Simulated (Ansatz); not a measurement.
# TiO2: the band gap up the ladder of functionals

An exercise on one series of results from a longer session: the logs are not shown, and one member is left open.

Program: Ansatz 0.2.0. PAW datasets, plane waves. Computed at 0 K without zero-point motion; spin polarisation is off.

## The structure to begin with

The cell was relaxed beforehand with r2SCAN.

The symmetry is P4_2/mnm (No. 136, tetragonal); a = 4.597 Å, c = 2.954 Å in the conventional setting, 10.40 Å³ an atom. Near Ti stand 6 O at 1.95–1.98 Å; near O stand 3 Ti at 1.95–1.98 Å.

The structure in full:

```xyz
6
Lattice="4.5968 0.0000 0.0000 0.0000 4.5968 0.0000 0.0000 0.0000 2.9535" Properties=species:S:1:pos:R:3 pbc="T T T"
Ti    2.2984    2.2984    0.0000
Ti    0.0000    0.0000    1.4768
O     3.1964    3.1964    1.4768
O     3.6988    0.8980    0.0000
O     0.8980    3.6988    0.0000
O     1.4004    1.4004    1.4768
```

Set-up of the first run:

input.yaml reads:

```yaml
crystal:
  lattice:
    - [4.5968452312, 0.0, 0.0]
    - [0.0, 4.5968452312, 0.0]
    - [0.0, 0.0, 2.953502793]
  atoms:
    - { symbol: Ti, position: [0.5, 0.5, 0.0] }
    - { symbol: Ti, position: [0.0, 0.0, 0.5] }
    - { symbol: O, position: [0.6953570144, 0.6953570144, 0.5] }
    - { symbol: O, position: [0.8046429856, 0.1953570144, 0.0] }
    - { symbol: O, position: [0.1953570144, 0.8046429856, 0.0] }
    - { symbol: O, position: [0.3046429856, 0.3046429856, 0.5] }
kpoints:
  mp_grid: { grid: [6, 6, 8] }
  band_path:
    path:
      - [[0.0, 0.0, 0.0], [-1.36486218768e-51, 0.5, -1.071199419073e-35], [0.5, 0.5, -7.303636835099e-35], [0.0, 0.0, 0.0], [-1.609329197631e-51, 1.175762101508e-51, 0.5], [-1.609329197631e-51, 0.5, 0.5], [0.5, 0.5, 0.5], [-1.609329197631e-51, 1.175762101508e-51, 0.5]]
      - [[-1.36486218768e-51, 0.5, -1.071199419073e-35], [-1.609329197631e-51, 0.5, 0.5]]
      - [[0.5, 0.5, -7.303636835099e-35], [0.5, 0.5, 0.5]]
    npoints: 10
hamiltonian:
  xc: pbe
scf:
  occupations: { method: fermi_dirac, width: 0.02 }
  n_extra_bands: 5
output:
  forces: true
  stress: true
  eigenvalues: true
```

Command:

```console
ansatz run input.yaml --threads 4 --pin off --max-ram 6451MiB --backend cpu --events-out ev --progress --plain --runs-dir out
```

Among the steps run: PBE band path; r2SCAN at the same geometry; Single point with HSE06; Single point with PBE0.

One table of the session follows, with a row left open; its other results are not shown here.

```
 level  gap (eV)
   PBE      1.89
r2SCAN      2.22
 HSE06      3.38
  PBE0         ?
```

**Question.** Estimate the row for PBE0.

**Answer.** gap (eV): 4.14. In the column «gap (eV)» it is the highest.

Meshes: PBE 6×6×8, r2SCAN 6×6×8, HSE06 4×4×6, PBE0 4×4×6

What this shows: PBE gives the least gap, 1.89 eV, and PBE0 the largest, 4.14 eV. Against HSE06, PBE is short by 1.49 eV, at 56 % of it, and r2SCAN 66 %. PBE0 lies 0.76 eV above HSE06, which differs from it by screening the long-range exchange. The calculation is for fixed nuclei; the measurement holds lattice motion too.

Limits of these values: Warnings in the runs' records: stress scf threshold loose, stress exchange threshold loose.
